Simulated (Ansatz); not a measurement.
# CrGe2N4 monolayer in a perpendicular field, part 3 of 3

Aim: how the CrGe2N4 monolayer screens a field along its normal, and what the field does to its bands. A positive field points along +c.

Ansatz 0.2.0; plane-wave DFT, PBE+U-D3(BJ), Ansatz PAW.

So far. Step 6 (Single point, field 0.5 V/Å): The dipole is 0.182 e·Å.

### 7. Atoms held, field -0.3 V/Å

input.yaml

```yaml
crystal:
  lattice:
    - [3.0151251925, 0.0, 0.0]
    - [-1.5075625963, 2.6111750123, 0.0]
    - [0.0, 0.0, 25.2916195185]
  atoms:
    - { symbol: "N", position: [0.0, 0.0, 0.3558490983], spin: -0.03 }
    - { symbol: Ge, position: [0.3333333333, 0.6666666667, 0.3810030996] }
    - { symbol: "N", position: [0.3333333333, 0.6666666667, 0.4551251592], spin: -0.33 }
    - { symbol: Cr, position: [0.0, 0.0, 0.5], spin: 2.37 }
    - { symbol: "N", position: [0.3333333333, 0.6666666667, 0.5448748408], spin: -0.33 }
    - { symbol: Ge, position: [0.3333333333, 0.6666666667, 0.6189969004] }
    - { symbol: "N", position: [0.0, 0.0, 0.6441509017], spin: -0.03 }
magnetization:
  spin_polarized: true
kpoints:
  mp_grid: { grid: [18, 18, 1] }
  band_path:
    path: [[0, 0, 0], [0.5, 0, 0], [0.33333333, 0.33333333, 0], [0, 0, 0]]
    npoints: 16
hamiltonian:
  xc: pbe
  dispersion: d3bj
  hubbard: { sites: [{ species: Cr, l: d, u_eff: 4.0 }] }
scf:
  occupations: { method: fermi_dirac, width: 0.05 }
  convergence: { dr2_threshold: 1.0e-10 }
efield:
  axis: 3
  dipole_correction: true
  ramp_position: 0.97
  ramp_width: 0.06
  amplitude: -0.3
output:
  dos: { projected: true, e_range: [-6, 5] }
  bader: true
  write_potential: true
  write_density: true
  volumetric_format: npy
  elf: true
```

On the command line:

```console
$ ansatz run input.yaml --threads 4 --pin off --max-ram 6144MiB --backend cpu --events-out ev --progress --plain --runs-dir out
```

Numbers of over 12 decimals in the logs are rounded to 6 here.

The log of the run:

```text
[...]
Crystal: 7 atoms, lattice volume = 199.121 Å³
Basis set: ecut = 420 eV, 3769 PW (Γ)
Bands: 40, of which v1, the nominal top of the filled ones, is band 31 counted from 1 (30 counted from 0)
Symmetry: 6 space group operations
k-points: 37 of 324 (time reversal used)
[...]
Starting moments: Σ|m| = 3.09 μB on 5 of 7 sites
[...]
--- Bader charges: 7 sites ---
  site symbol  charge [e]  shift [e]    m [muB]
     0      N     -1.4613     0.0155    -0.0392
     1     Ge      1.9766     0.0205     0.0070
     2      N     -1.3155     0.0048    -0.3344
     3     Cr      1.6247     0.0004     2.7203
     4      N     -1.3189     0.0048    -0.3264
     5     Ge      1.9750     0.0204     0.0062
     6      N     -1.4806     0.0154    -0.0335
  estimated error of the sums over rays = 5.2e-4 e
[key lines of the parts left out:]
SCF converged after 25 iterations
Magnetization: 2.0000 μB (32.0000 up, 30.0000 down)
Free energy (F): -13501.686791 eV
Fermi energy:    0.538727 eV
Dipole field:    D = -0.099023 V/Å  (p = -0.108967 e·Å, saw-weighted, corrected)
```

Run time: 40 s. Hardware: 4 threads of Intel Xeon Platinum 8488C (Sapphire Rapids), shared host; peak memory 1.1 GiB.

The dipole is -0.109 e·Å.

### 8. Response, atoms held

This step: plane-wave DFT, PBE+U-D3(BJ), Ansatz PAW; response to a field along the normal, atoms held (Ansatz 0.2.0).

The dipoles give the slope, and the difference of two potentials shows where the field is screened.

Numbers from this step:

```
equivalent conductor thickness p/(ε₀AE) : 8.347 Å
distance between the outer atoms        : 7.292 Å
```

Table of dipole of the cell by applied field:

```
applied field (V/Å)  dipole of the cell (e·Å)
             -0.300                    -0.109
             -0.100                   -0.0363
              0.000                    4.7e-7
              0.100                    0.0363
              0.500                     0.182
```

The total moment stays at 2 μB for applied field from -0.3 to 0.5 V/Å.

Local field over the applied field, running mean. From the potentials at -0.1 and 0.1 V/Å; running mean over 2.5 Å. The local field over applied field by z:

z (Å), local field over applied field and a bar:
```
      4.5      1.000 ##############################
      5.0      0.999 ##############################
      5.5      0.995 ##############################
      6.0      0.984 ##############################
      6.5      0.953 #############################
      7.0      0.876 ##########################
      7.5      0.738 ######################
      8.0      0.572 #################
      8.5      0.396 ###########
      9.0      0.254 #######
      9.5      0.164 ####
     10.0      0.126 ###
     10.5      0.112 ##
     11.0      0.102 ##
     11.5      0.084 #
     12.0      0.058 #
     12.5      0.040 
     13.0      0.046 
     13.5      0.068 #
     14.0      0.094 ##
     14.5      0.105 ##
     15.0      0.118 ##
     15.5      0.136 ###
     16.0      0.195 #####
     16.5      0.307 ########
     17.0      0.468 #############
     17.5      0.643 ###################
     18.0      0.802 ########################
     18.5      0.916 ###########################
     19.0      0.970 #############################
     19.5      0.990 ##############################
     20.0      0.997 ##############################
     20.5      0.999 ##############################
     21.0      1.000 ##############################
```

The induced electron density oscillates, so the rows of the table below give means over windows of 1 Å about each position, cut where the curve ends. Its maxima inside the range that stand out by 2 % of the span (Å: e/Å³ per V/Å): 8.3: 0.00389, 9.3: 0.00166, 10.7: 8.7e-4, 11.5: 0.00156, 13.1: 5.6e-4, 14.1: 2.0e-4, 15.5: 0.00161, 16.4: -5.9e-4. Its minima: 8.9: 5.9e-4, 9.8: -0.00161, 11.2: -2.0e-4, 12.2: -5.6e-4, 13.8: -0.00156, 14.6: -8.7e-4, 16.0: -0.00166, 17.0: -0.00389.

Electrons, planar mean, per unit field. Induced electron density against z; means over each step:

z (Å), induced electron density (e/Å³ per V/Å) and a bar from the least value:
```
        5    0.00001 ###############
        6    0.00008 ###############
        7    0.00074 ###################
        8    0.00308 ##############################
        9    0.00133 #####################
       10   -0.00065 ############
       11    0.00047 #################
       12    0.00020 ################
       13    0.00017 ################
       14   -0.00061 ############
       15    0.00024 ################
       16   -0.00054 ############
       17   -0.00305 
       18   -0.00128 #########
       19   -0.00016 ##############
       20   -0.00001 ###############
       21    0.00000 ###############
```

By hand: between -0.1 and 0.1 V/Å the dipole changes by 0.07263 e·Å, a slope of 0.3632 e·Å²/V. A perfect conductor of thickness t has p = ε₀AEt, so t = 180.95 × 0.3632 / 7.873 = 8.35 Å (e/ε₀ = 180.95 V·Å, A in Å²).

The induced dipole is that of a conductor 8.35 Å thick.

### 9. The same run with other settings

This step: plane-wave DFT, PBE+U-D3(BJ), Ansatz PAW (Ansatz 0.2.0).

An input spoilt on purpose, to show how the run answers: it repeats the earlier run at 0.1 V/Å with efield.axis from 3 to 1, and scf.max_iter set to 50.

input.yaml: that of step 7 with these lines changed.

```diff
@@ -27,4 +27,5 @@
   convergence: { dr2_threshold: 1.0e-10 }
+  max_iter: 50
 efield:
-  axis: 3
+  axis: 1
   dipole_correction: true
@@ -32,6 +33,4 @@
   ramp_width: 0.06
-  amplitude: -0.3
+  amplitude: 0.1
 output:
-  dos: { projected: true, e_range: [-6, 5] }
-  bader: true
   write_potential: true
@@ -39,2 +38 @@
   volumetric_format: npy
-  elf: true
```

The log of the run:

```text
N: projections on atomic orbitals take those of the free atom [He] 2s2 2p3, of charge +0.00 (hamiltonian.pseudopotentials.projection_atoms); the dataset's partial waves leave at most 9.3e-9 of an orbital's norm unspanned inside its sphere
Ge: projections on atomic orbitals take those of the free atom [Ar] 3d10 4s2 4p2, of charge +0.00 (hamiltonian.pseudopotentials.projection_atoms); the dataset's partial waves leave at most 1.2e-6 of an orbital's norm unspanned inside its sphere
Cr: projections on atomic orbitals take those of the free atom [Ne] 3s2 3p6 3d5 4s1, of charge +0.00 (hamiltonian.pseudopotentials.projection_atoms); the dataset's partial waves leave at most 7.0e-7 of an orbital's norm unspanned inside its sphere
Engine: ansatz 0.2.0, x86_64-unknown-linux-gnu
Pseudopotentials: kind: paw
Pseudopotential: N, paw, valence charge 5, recommended cutoff 420 eV (normal), N.paw.azcp
Pseudopotential: Ge, paw, valence charge 14, recommended cutoff 420 eV (normal), Ge.paw.azcp
Pseudopotential: Cr, paw, valence charge 14, recommended cutoff 420 eV (normal), Cr.paw.azcp
Functional definition: PBE
  parameter kappa = 0.804
  parameter beta = 0.066725
  exchange = pbe_x(kappa = kappa, mu = beta*pi^2/3)
  correlation = pbe_c(beta = beta)
Crystal: 7 atoms, lattice volume = 199.121 Å³
Basis set: ecut = 420 eV, 3769 PW (Γ)
Bands: 40, of which v1, the nominal top of the filled ones, is band 31 counted from 1 (30 counted from 0)
Symmetry: 4 space group operations
k-points: 91 of 324 (time reversal used)
Non-local potential: N, projectors of the file, l = 0: 2, l = 1: 2, l = 2: 1
Non-local potential: Ge, projectors of the file, l = 0: 2, l = 1: 2, l = 2: 3, l = 3: 1
Non-local potential: Cr, projectors of the file, l = 0: 3, l = 1: 2, l = 2: 3, l = 3: 1
PAW form: soft (Blöchl's): semilocal exchange-correlation on the pseudo side does not see the compensation charge
PAW one-centre angular grid: N, 110 points (default); XC on 64 Gauss nodes
PAW one-centre angular grid: Ge, 590 points (default); XC on 64 Gauss nodes
PAW one-centre angular grid: Cr, 590 points (default); XC on 64 Gauss nodes
Initial density: superposition of atomic densities (neutral atoms: chi_scale 0, normalization atom, screened)
Starting moments: Σ|m| = 3.09 μB on 5 of 7 sites
Initial wavefunctions: pseudopotential atomic-orbital guess
Functional: x = pbe(κ = 0.804, μ = 0.219515), c = pbe(β = 0.066725)
Error: efield: ion 0 (N) at fractional coordinate 0.0000 along the field axis lies inside the sawtooth ramp with 2 of the planes that the density is read on at each end, [0.8867, 0.1133] — the ramp must sit in vacuum (an ion there feels the fictitious reversed slope); set or move the ramp (efield.ramp_position / ramp_width) or move the geometry
```

It took 0.9 s on 4 threads; peak memory 1 GiB.

The input was rejected at the start.

The program's message: “Error: efield: ion 0 (N) at fractional coordinate 0.0000 along the field axis lies inside the sawtooth ramp with 2 of the planes that the density is read on at each end, [0.8867, 0.1133] — the ramp mu …”

The fault put into the input: the field along an axis without vacuum.

### 10. A changed input

Another changed input: it repeats the earlier run at 0.1 V/Å with basis.ecutrho_ratio to 12 and kpoints.mp_grid.grid from [18, 18, 1] to [22, 22, 1].

input.yaml: that of step 9 with these lines changed.

```diff
@@ -16,3 +16,3 @@
 kpoints:
-  mp_grid: { grid: [18, 18, 1] }
+  mp_grid: { grid: [22, 22, 1] }
   band_path:
@@ -27,5 +27,4 @@
   convergence: { dr2_threshold: 1.0e-10 }
-  max_iter: 50
 efield:
-  axis: 1
+  axis: 3
   dipole_correction: true
@@ -38 +37,3 @@
   volumetric_format: npy
+basis:
+  ecutrho_ratio: 12
```

The log of the run:

```text
[...]
Crystal: 7 atoms, lattice volume = 199.121 Å³
Basis set: ecut = 420 eV, 3769 PW (Γ)
Bands: 40, of which v1, the nominal top of the filled ones, is band 31 counted from 1 (30 counted from 0)
Symmetry: 6 space group operations
k-points: 52 of 484 (time reversal used)
[...]
Starting moments: Σ|m| = 3.09 μB on 5 of 7 sites
[...]
SCF iter   1: F=—  HF=-13512.528984 eV  |F-HF|=—  |Δ(HF+E_count)|=         —  Δρ=1.00e-1 (↑1.00e-1 ↓6.62e-2)  dr2=6.53e1  dr2_m=1.04e0  M=1.738 μB ∫|m|=2.183 μB  β_m=0.30  ethr=3.10e-3  p=0.041 e·Å  D=3.73e-2 V/Å  ΔV_dip=-0.94 eV  dr2_dipole=2.76e-4  V_vac-E_F(+/−)=5.67/4.34 eV  ⟨swp⟩=9.5  Hψ=19223  notcnv=0  defer=12
[...]
SCF iter  24: F=-13501.671313 eV  HF=-13501.671313 eV  |F-HF|=1.09e-10  |Δ(HF+E_count)|=  1.53e-10  Δρ=7.96e-8 (↑7.96e-8 ↓6.64e-8)  dr2=2.51e-11  dr2_m=3.28e-13  M=2.000 μB ∫|m|=3.732 μB  ethr=1.00e-12  p=0.036 e·Å  D=3.30e-2 V/Å  ΔV_dip=-0.83 eV  dr2_dipole=2.41e-14  V_vac-E_F(+/−)=6.83/5.39 eV  ⟨swp⟩=2.0  Hψ=7801  notcnv=0
SCF 1 converged in 24 iterations: F = -13501.671313 eV  dr2 = 2.51e-11
[...]
SCF converged after 24 iterations
Magnetization: 2.0000 μB (32.0000 up, 30.0000 down)
Absolute magnetization: 3.7311 μB (∫|ρ↑−ρ↓|, with the PAW one-centre terms)
[...]
Per-site moments (μB) at R_I (Å): [(-0.027901, 0.764524), (0.00254004, 0.764524), (-0.328527, 0.773300), (2.363226, 0.857212), (-0.330583, 0.773300), (0.0025953, 0.764524), (-0.029354, 0.764524)]
Free energy (F): -13501.671313 eV
[...]
Internal energy: -13501.660437 eV  (E = F + TS)
E sigma→0 (E₀):  -13501.665875 eV
Entropy (-TS):   -0.010876 eV (-1.554 meV/atom)
Fermi energy:    0.539197 eV
Dipole field:    D = 0.033001 V/Å  (p = 0.036315 e·Å, saw-weighted, corrected)
Work function:   not extracted (applied field tilts the vacuum); planar V_es + V_field profile in the machine report
[...]
--- Band table (eV; the first three rows and the last of 104) ---
  k-point 0 ↑: bands = [... 27 lower, -1.4079, -1.4079, -0.9212, -0.3382, 2.3006, 2.3006, 2.4544, 2.4544, ... 5 higher]
  k-point 1 ↑: bands = [... 27 lower, -1.4695, -1.4370, -0.9068, -0.2729, 2.1728, 2.2676, 2.3679, 2.4848, ... 5 higher]
  k-point 2 ↑: bands = [... 27 lower, -1.5586, -1.5198, -0.9433, -0.1832, 1.9403, 2.1701, 2.1952, 2.5706, ... 5 higher]
  k-point 51 ↓: bands = [... 27 lower, -2.1406, -1.2622, -0.8347, 3.2359, 4.4212, 4.5671, 4.6344, 5.0133, ... 5 higher]
Occupation matrices written to <dir>
```

The job ended after 34 s (4 threads; peak memory 1.7 GiB; 2.2 min of CPU time).

Numbers from this step:

```yaml
energy_at_zero_smearing: -13501.6659 eV
site_moments: -0.02790, 0.002540, -0.3285, 2.363, -0.3306, 0.002595, -0.02935 μB
dipole_along_the_normal: 0.03631 e·Å
```

Deep bands are left out, so band numbers here count from the lowest band kept and differ from the log's. The electronic bands at the labelled points (eV, zero at the Fermi level; # counts the bands kept):

```
  point  up #13  up #14  up #15  up #16  down #10  down #11  down #12  down #13
      Γ   -0.88    1.76    1.76    1.92     -1.25     -1.25     -1.09      1.87
halfway   -1.11    0.51    0.88    1.51     -1.93     -1.85     -1.14      2.81
      M   -1.88   -0.89   -0.38    1.98     -2.03     -1.82     -1.75      2.36
halfway   -1.49   -1.35   -0.23    1.88     -2.44     -1.86     -1.53      2.54
      K   -1.66   -1.12   -0.09    1.79     -2.70     -1.80     -1.37      2.70
halfway   -1.24    0.26    0.54    1.46     -2.03     -1.91     -1.22      2.73
      Γ   -0.88    1.76    1.76    1.92     -1.25     -1.25     -1.09      1.87
```

```
                     quantity  this run  earlier run  difference
dipole along the normal (e·Å)   0.03631      0.03632     -8.5e-7
            total moment (μB)     2.000        2.000     1.3e-11
```

Nothing in the table moves by 0.01 in its unit (for the dipole 0.5 % and 5e-5 e·Å).

### 11. Results

```json
{"gap without field": "none", "work function, upper face": "6.11 eV", "equivalent conductor thickness, atoms held": "8.35 Å"}
```

**Reading.** The induced dipole equals that of a perfect conductor 8.35 Å thick, while the outer atoms lie 7.29 Å apart. There is no gap over 0.03 eV, with or without the field. The magnetic order is the one reached from the typed start; other orders were not compared. Spin-orbit coupling is left out. The outer anions sit over the metal atoms, one of several polytypes of such layers and not the lowest for every compound.

[Logs are printed without paths, hosts, clocks, repeated set-up lines and the standing remarks that a program may print on its own settings, such as how far it seeks lower states.]

[Hosts, paths, dates, database ids (printed as entryN), source tags and the programs' standing remarks are cut or masked in the printed files.]

[Maps of the electrostatic potential energy from Ansatz leave out the sawtooth potential of an applied field or a dipole correction, so their vacuum need not be flat; planar profiles and work functions include it.]
